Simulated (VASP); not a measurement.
Set up this calculation in VASP 6.6.1, as the native input.

```yaml
Task: relaxation of cell and atoms
Functional: PBEsol
Potentials_or_basis: VASP PAW PBE potentials, release 64 (V_sv)
Cutoff: 600 eV
k_mesh: 10 × 10 × 10
Occupations: fermi-dirac, width 0.05 eV
Spin: collinear spin, ferromagnetic start
Starting_moments: "[2.0] μB"
Ladder: gaps
Further_INCAR_settings: ALGO = Normal; EDIFF = 1e-06; IBRION = 2; EDIFFG = -0.005; NSW = 60; ISIF = 3
```

The structure of V lies in POSCAR:

```
V
1.0
   -1.5143500000      1.5143500000      1.5143500000
    1.5143500000     -1.5143500000      1.5143500000
    1.5143500000      1.5143500000     -1.5143500000
V
1
Direct
    0.0000000000      0.0000000000      0.0000000000
```

These files were run (other wordings do the same):

INCAR

```
SYSTEM = V
PREC = Accurate
ENCUT = 600
EDIFF = 1E-6
ISMEAR = -1
SIGMA = 0.05
LREAL = .FALSE.
LASPH = .TRUE.
NELM = 100
ALGO = Normal
ISIF = 3
LWAVE = .FALSE.
LCHARG = .FALSE.
ISPIN = 2
MAGMOM = 2
LORBIT = 11
LMAXMIX = 4
GGA = PS
IBRION = 2
NSW = 60
EDIFFG = -0.005
```

KPOINTS

```
Automatic mesh
0
G
  10 10 10
  0 0 0
```

Potentials or basis: VASP PAW PBE potentials, release 64 (V_sv).

The run is started by

```bash
$ cat potpaw_PBE.64/V_sv/POTCAR > POTCAR
$ mpirun -np 1 vasp_std > vasp.out
```

It gave:

```yaml
Relaxed_volume: 13.03 Å³/atom
Relaxed_cell: a = 2.568 Å, b = 2.568 Å, c = 2.568 Å, α = 109.47°, β = 109.47°, γ = 109.47°
Space_group_after_relaxing_to_0.05_Å: Im-3m (No. 229)
Energy_gained_by_relaxing: 31.7 meV/atom
Ionic_steps: 4
Pressure_after_relaxing: 0.0 GPa
Band_gap_on_the_k_mesh: none (metal or under the smearing width)
Net_moment: 0.00 μB per cell
Valence_electrons_inside_the_program's_atomic_spheres: V 11.71
```

Caveat: the PAW data sets were made with another functional, which shifts forces and pressure a little.

It took 29 s on 1 thread of Intel(R) Xeon(R) Platinum 8488C (Sapphire Rapids), on a shared host, peak memory 0.16 GiB.
